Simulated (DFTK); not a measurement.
Hf:

```xyz
1
Lattice="-1.8050 1.8050 1.8050 1.8050 -1.8050 1.8050 1.8050 1.8050 -1.8050" Properties=species:S:1:pos:R:3 pbc="T T T"
Hf    0.0000    0.0000    0.0000
```

This isn't the form of Hf at room conditions, which is hcp.

Base run:

- Program: DFTK 0.8.2
- Functional: PBE
- Potentials or basis: dojo.nc.sr.pbe.v0_4_1.standard.upf (PBE)
- Cutoff: 952 eV
- k mesh: 10 × 10 × 10
- Occupations: methfessel-paxton order 2, width 0.1 eV
- Spin: no spin polarisation

Its results: band gap on the k mesh none (metal or under the smearing width); pressure -5.0 GPa.

Problem. The run is repeated on the same cell with these changes: occupations from methfessel-paxton order 2, width 0.1 eV to fermi-dirac, width 0.1 eV. What comes out?

Solution. Band gap on the k mesh none (metal or under the smearing width); pressure -4.6 GPa.
